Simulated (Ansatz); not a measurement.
# MoS2 in Ansatz: relaxation of cell and atoms with PBEsol

Aim: the relaxation of cell and atoms of MoS2 with PBEsol.

Everything below comes from runs of Ansatz 0.2.0. Logs are shortened: lines on timing, memory, paths and dates and some standing lists are left out, and cuts for length are marked.

## (1) The slab as given

The cell holds a slab with vacuum, 9 atoms: a = 3.184 Å, b = 3.184 Å, c = 28.387 Å, α = 90.00°, β = 90.00°, γ = 120.00°.

## (2) Relaxation of cell and atoms, PBEsol

input.yaml

```yaml
crystal:
  lattice:
    - [3.1840155185, 0.0, 0.0]
    - [-1.5920077592, 2.757438325, 0.0]
    - [0.0, 0.0, 28.3873198]
  atoms:
    - { symbol: Mo, position: [0.3333333333, 0.6666666667, 0.22816477] }
    - { symbol: Mo, position: [0.3333333333, 0.6666666667, 0.77183523] }
    - { symbol: Mo, position: [0.6666666667, 0.3333333333, 0.0] }
    - { symbol: S, position: [0.6666666667, 0.3333333333, 0.17349309] }
    - { symbol: S, position: [0.6666666667, 0.3333333333, 0.71718751] }
    - { symbol: S, position: [0.3333333333, 0.6666666667, 0.94533412] }
    - { symbol: S, position: [0.6666666667, 0.3333333333, 0.28281249] }
    - { symbol: S, position: [0.6666666667, 0.3333333333, 0.82650691] }
    - { symbol: S, position: [0.3333333333, 0.6666666667, 0.05466588] }
hamiltonian:
  xc: pbesol
  pseudopotentials: { kind: paw }
kpoints:
  mp_grid: { grid: [10, 10, 1] }
scf:
  occupations: { method: fermi_dirac, width: 0.05 }
output:
  forces: true
  stress: true
  eigenvalues: true
  write_density: true
  write_potential: true
  elf: true
  volumetric_format: npy
relax:
  f_tol: 0.01
  max_steps: 40
  cell: { stress_tol: 0.05 }
```

Potentials or basis: Ansatz PAW.

On the command line:

```
> ansatz run input.yaml --threads 4 --pin off --max-ram 11264MiB --backend cpu --events-out ev --progress --plain --runs-dir out
```

Standard output:

```text
Warning: RAYON_NUM_THREADS=4 ignored (pool sized by the plan → 4); use --threads N
Engine: ansatz 0.2.0, aarch64-unknown-linux-gnu
Pseudopotentials: kind: paw
Pseudopotential: Mo, paw, valence charge 14, recommended cutoff 420 eV (normal), Mo.paw.azcp
Pseudopotential: S, paw, valence charge 6, recommended cutoff 420 eV (normal), S.paw.azcp
Functional definition: PBEsol
  exchange = pbesol_x
  correlation = pbesol_c
Crystal: 9 atoms, lattice volume = 249.233 Å³
Basis set: ecut = 420 eV, 4895 PW (Γ), exchange–correlation on 48×48×384 points (8 copies of the dense FFT grid, shifted against one another)
Bands: 48, of which v1, the nominal top of the filled ones, is band 39 counted from 1 (38 counted from 0)
Symmetry: 12 space group operations
Space group: P-6m2 (ITA 187), of the structure as read, at distance tolerance 6.3e-5 Å
k-points: 14 of 100 (time reversal used)
Non-local potential: Mo, projectors of the file, l = 0: 3, l = 1: 2, l = 2: 2, l = 3: 1
Non-local potential: S, projectors of the file, l = 0: 2, l = 1: 2, l = 2: 2
PAW form: soft (Blöchl's): semilocal exchange-correlation on the pseudo side does not see the compensation charge
PAW frozen core: Mo, regenerated for the run's functional, and the local potential with it (the file was generated under x = pbe(κ = 0.804, μ = 0.2195149727645171), c = pbe(β = 0.06672455060314922))
PAW frozen core: S, regenerated for the run's functional, and the local potential with it (the file was generated under x = pbe(κ = 0.804, μ = 0.2195149727645171), c = pbe(β = 0.06672455060314922))
PAW one-centre angular grid: Mo, 590 points (default); XC on 64 Gauss nodes
PAW one-centre angular grid: S, 110 points (default); XC on 64 Gauss nodes
Initial density: superposition of atomic densities (neutral atoms: chi_scale 0, normalization atom), corrected by the library's trained network
Initial wavefunctions: pseudopotential atomic-orbital guess
Functional: x = pbesol(κ = 0.804, μ = 0.12345679012345678), c = pbesol(β = 0.046)
SCF iter   1: F=—  HF=-20010.420746 eV  |F-HF|=—  |Δ(HF+E_count)|=         —  Δρ=5.76e-3  dr2=1.32e-1  ethr=1.77e-3  ⟨swp⟩=9.2  Hψ=3193  notcnv=0
preconditioner: auto → Resta (q_TF=auto, 2.248 Å⁻¹)  ε∞=6.1  [insulator: Δε(μ)=1.193 eV  Ē_g=7.682 eV  σ=0.050 eV  W_gap=1.00  n_scr=20 (ndim 8)  ℏωp=17.3 eV  f_vac=0.330  D(μ)=0.00/eV (n_scr^D=0)  ε∞_Penn≈6.1  vacuum switching on, ρ_ref=4.3e-3 e/Å³]
SCF iter   2: F=—  HF=-20010.420360 eV  |F-HF|=—  |Δ(HF+E_count)|=   3.86e-4  Δρ=3.13e-3  dr2=1.98e-2  ethr=1.69e-4  ⟨swp⟩=2.2  Hψ=1109  notcnv=0  defer=13
SCF iter   3: F=—  HF=-20010.421851 eV  |F-HF|=—  |Δ(HF+E_count)|=   1.49e-3  Δρ=1.69e-3  dr2=4.21e-3  ethr=2.54e-5  ⟨swp⟩=2.2  Hψ=969  notcnv=0  defer=13
SCF iter   4: F=—  HF=-20010.423387 eV  |F-HF|=—  |Δ(HF+E_count)|=   1.54e-3  Δρ=7.52e-4  dr2=1.73e-3  ethr=5.39e-6  ⟨swp⟩=2.3  Hψ=983  notcnv=0  defer=13
SCF iter   5: F=—  HF=-20010.423594 eV  |F-HF|=—  |Δ(HF+E_count)|=   2.07e-4  Δρ=1.97e-4  dr2=8.99e-5  ethr=2.21e-6  ⟨swp⟩=2.4  Hψ=930  notcnv=0  defer=13
SCF iter   6: F=—  HF=-20010.423536 eV  |F-HF|=—  |Δ(HF+E_count)|=   5.87e-5  Δρ=3.71e-5  dr2=7.85e-6  ethr=1.15e-7  ⟨swp⟩=2.1  Hψ=1079  notcnv=0  defer=13
SCF iter   7: F=—  HF=-20010.423538 eV  |F-HF|=—  |Δ(HF+E_count)|=   2.44e-6  Δρ=1.18e-5  dr2=1.50e-6  ethr=1.01e-8  ⟨swp⟩=2.0  Hψ=968  notcnv=0  defer=13
SCF iter   8: F=—  HF=-20010.423538 eV  |F-HF|=—  |Δ(HF+E_count)|=   4.63e-7  Δρ=1.44e-5  dr2=1.26e-6  ethr=1.92e-9  ⟨swp⟩=2.0  Hψ=993  notcnv=0  defer=13
SCF iter   9: F=-20010.423538 eV  HF=-20010.423538 eV  |F-HF|=1.61e-8  |Δ(HF+E_count)|=   1.65e-7  Δρ=4.11e-6  dr2=7.18e-8  ethr=1.28e-10  ⟨swp⟩=13.9  Hψ=5956  notcnv=0
SCF 1 converged in 9 iterations: F = -20010.423538 eV  dr2 = 7.18e-8
relax step   1: F+E_penalty+E_count = -20010.42353829 eV  Δ(F+E_penalty+E_count) = +0.000e0 eV  max|allowed force component| = 1.499e-1 eV/Å  Δτ_max = 0.0000 Å  P = -2.129 GPa  Ω = 249.233 Å³  (9 SCF iters, dr2 threshold 1.00e-7 eV, accepted)
Crystal: 9 atoms, lattice volume = 232.425 Å³
Basis set: ecut = 420 eV, 4499 PW (Γ), exchange–correlation on 48×48×384 points (8 copies of the dense FFT grid, shifted against one another)
Initial density: handed on by an earlier stage of this run
[... 73 lines left out ...]
SCF converged after 7 iterations
Free energy (F): -20010.483420 eV
Harris-Foulkes:  -20010.483420 eV  (|F-HF|=5.82e-11)
Internal energy: -20010.483420 eV  (E = F + TS)
E sigma→0 (E₀):  -20010.483420 eV
Entropy (-TS):   -0.000000 eV (-0.000 meV/atom)
Fermi energy:    5.886488 eV
--- Per-component energies (eV) ---
  E_band       = -888.282670
  E_kinetic    = 1970.033607
  E_local      = -42735.746153  (includes V_loc(G=0)·N_el)
  E_nonlocal   = 604.266194
  E_hartree    = 20475.756740
  E_xc         = -1127.361212
  E_vxc        = -1214.123313  (∫ρ·V_xc dr)
  E_paw        = -12935.756044  (= ΣΔE_a)
  E_vpaw       = -464.227159  (= ΣTr[D̂ρ^β])
  E_aug_tail   = 0.000093  (compensation charges beyond the density's cutoff)
  E_ewald      = 13737.323761
  E_core_change = 0.999594  (= ΣΔE_core)
  E_smearing   = -0.000000  (= −TS)
  E_closure    = 0.000000  (closes the sum)
  Σ components = -20010.483420   (vs F -20010.483420, Δ=0.00e0)
--- Forces (eV/Å), atoms counted from 1 ---
  atom   1  Mo     0.00000000     0.00000000     0.00052764
  atom   2  Mo     0.00000000     0.00000000    -0.00052764
  atom   3  Mo     0.00000000    -0.00000000    -0.00000000
  atom   4  S     -0.00000000     0.00000000    -0.00224460
  atom   5  S      0.00000000     0.00000000    -0.00188695
  atom   6  S      0.00000000    -0.00000000    -0.00043581
  atom   7  S     -0.00000000     0.00000000     0.00188695
  atom   8  S      0.00000000     0.00000000     0.00224460
  atom   9  S      0.00000000    -0.00000000     0.00043581
  max |Σ_I F_I| component: 1.20e-16 eV/Å
--- Stress (GPa, compression-positive) ---
        0.026309       0.000000       0.000000
        0.000000       0.026309      -0.000000
        0.000000      -0.000000       0.011006
  P = ⅓ Tr σ = 0.0212 GPa (0.212 kbar)
--- Band table (eV; the first three rows and the last of 14) ---
  k-point 0: bands = ["-55.8701", "-55.8685", "-55.8685", "-30.0770", "-30.0756", "-30.0756", "-29.8117", "-29.8117", "-29.8101", "-29.8101", "-29.8101", "-29.8101", "-9.4832", "-9.4076", "-9.3348", "-8.1671", "-8.0343", "-7.9200", "-1.2859", "-0.9833", "-0.6660", "2.2111", "2.2111", "2.2148", "2.2148", "2.2172", "2.2172", "2.2938", "2.9198", "3.3607", "3.3607", "3.3732", "3.3732", "3.3834", "3.3834", "3.6628", "4.4937", "4.9974", "5.3221", "7.7111", "7.7111", "7.7220", "7.7220", "7.7287", "7.7287", "7.9504", "7.9504", "8.0013"]
  k-point 1: bands = ["-55.8657", "-55.8642", "-55.8642", "-30.0686", "-30.0672", "-30.0672", "-29.8543", "-29.8527", "-29.8527", "-29.8213", "-29.8197", "-29.8197", "-9.3256", "-9.2507", "-9.1783", "-8.0970", "-7.9697", "-7.8608", "-1.1111", "-0.8122", "-0.4948", "1.8719", "1.8735", "1.8849", "1.9498", "2.3711", "2.3729", "2.3787", "2.3831", "2.6707", "3.1171", "3.1314", "3.1433", "3.5237", "3.6763", "4.0484", "4.4849", "4.8928", "5.1104", "7.5276", "7.5376", "7.5569", "7.5665", "7.6419", "7.7068", "7.7599", "7.8149", "7.8707"]
  k-point 2: bands = ["-55.8544", "-55.8528", "-55.8528", "-30.0465", "-30.0451", "-30.0451", "-29.9645", "-29.9628", "-29.9628", "-29.8464", "-29.8448", "-29.8448", "-8.8866", "-8.8148", "-8.7449", "-7.9019", "-7.7906", "-7.6977", "-0.7083", "-0.4385", "-0.1462", "1.1660", "1.1702", "1.2384", "1.3313", "1.6010", "1.7776", "2.5931", "2.6101", "2.6254", "2.8077", "2.8204", "2.8300", "3.4438", "3.6488", "3.9552", "4.2625", "4.4032", "4.4520", "6.9079", "7.1039", "7.3507", "7.3958", "7.4601", "7.5189", "7.5298", "7.7231", "7.8360"]
  k-point 13: bands = ["-55.8198", "-55.8182", "-55.8182", "-30.1559", "-30.1543", "-30.1543", "-30.0602", "-30.0586", "-30.0586", "-29.9786", "-29.9772", "-29.9772", "-7.1495", "-7.1343", "-7.1170", "-7.0945", "-7.0786", "-7.0718", "-0.7286", "-0.6845", "-0.6429", "-0.2137", "-0.1535", "-0.1217", "0.8765", "0.9015", "0.9070", "1.2218", "1.2421", "1.3869", "1.6467", "1.8538", "1.9004", "2.6880", "2.7641", "2.8978", "4.6549", "4.7061", "4.7536", "6.7482", "6.7770", "6.8006", "7.5792", "7.8814", "8.1945", "8.2927", "8.4001", "8.4414"]
--- Relaxed structure (5 steps of the walk, 4 accepted, 1 SCFs on fresh bases) ---
  F+E_penalty+E_count = -20010.48342046 eV   max|allowed force component| = 2.245e-3 eV/Å   (the final SCF, on the basis selected at the relaxed cell)
  cell:  # Å, volume = 239.3140 Å³
    - [3.1407401851894807, -2.8475140194004305e-11, -2.7608631143054057e-34]
    - [-1.57037009257008, 2.7199607870749705, -8.699002954622024e-35]
    - [-2.4614674047921834e-33, -2.3166752045102902e-33, 28.013890476615813]
  atoms:
    - { symbol: Mo, position: [0.3333333333333333, 0.6666666666666666, 0.2244447597324974] }
    - { symbol: Mo, position: [0.3333333333333333, 0.6666666666666666, 0.7755552402675028] }
    - { symbol: Mo, position: [0.6666666666666665, 0.3333333333333333, 4.922677249106699e-20] }
    - { symbol: S, position: [0.6666666666666665, 0.3333333333333333, 0.16877994800567042] }
    - { symbol: S, position: [0.6666666666666665, 0.3333333333333333, 0.7199405155946793] }
    - { symbol: S, position: [0.3333333333333333, 0.6666666666666666, 0.9443398674086744] }
    - { symbol: S, position: [0.6666666666666665, 0.3333333333333333, 0.2800594844053211] }
    - { symbol: S, position: [0.6666666666666665, 0.3333333333333333, 0.8312200519943297] }
    - { symbol: S, position: [0.3333333333333333, 0.6666666666666666, 0.05566013259132567] }
```

It took 32 s on 4 threads of Arm Neoverse V1, shared host; peak memory 0.66 GiB.

What came out:

- Free energy: -20010.4834 eV
- Relaxed volume: 26.59 Å³/atom
- Relaxed cell: a = 3.141 Å, b = 3.141 Å, c = 28.014 Å, α = 90.00°, β = 90.00°, γ = 120.00°
- Space group after relaxing (to 0.05 Å): P-6m2 (No. 187)
- Energy gained by relaxing: 6.7 meV/atom
- Ionic steps: 5
- Band gap on the k mesh: 1.24 eV, indirect (least direct gap 1.99 eV)

Forces in eV/Å, atoms in the order of the input:
```
Mo   0.000  0.000  0.001
Mo   0.000  0.000 -0.001
Mo   0.000  0.000  0.000
S    0.000  0.000 -0.002
S    0.000  0.000 -0.002
S    0.000  0.000  0.000
S    0.000  0.000  0.002
S    0.000  0.000  0.002
S    0.000  0.000  0.000
```

Step by step:
```csv
step,energy change (eV),largest force (eV/Å),volume (Å³)
1,0.0000,0.1499,249.23
2,-0.0577,0.0733,241.34
3,-0.0602,0.0147,239.59
4,-0.0604,0.0022,239.31
5,-0.0599,0.0022,239.31
```

Final structure:
```
Mo S
1.0
     3.14074    0.00000    0.00000
    -1.57037    2.71996    0.00000
     0.00000    0.00000   28.01389
Mo S
3 6
Direct
  0.33333 0.66667 0.22444
  0.33333 0.66667 0.77556
  0.66667 0.33333 0.00000
  0.66667 0.33333 0.16878
  0.66667 0.33333 0.71994
  0.33333 0.66667 0.94434
  0.66667 0.33333 0.28006
  0.66667 0.33333 0.83122
  0.33333 0.66667 0.05566
```

Caveat: the plane-wave basis is chosen anew once the cell has moved, so the energies of steps on either side of that aren't comparable; the PAW data sets come from PBE, with cores solved anew for the run's functional, which leaves a small shift of forces and pressure. PBEsol gaps usually lie below the measured ones, often by a third to a half.
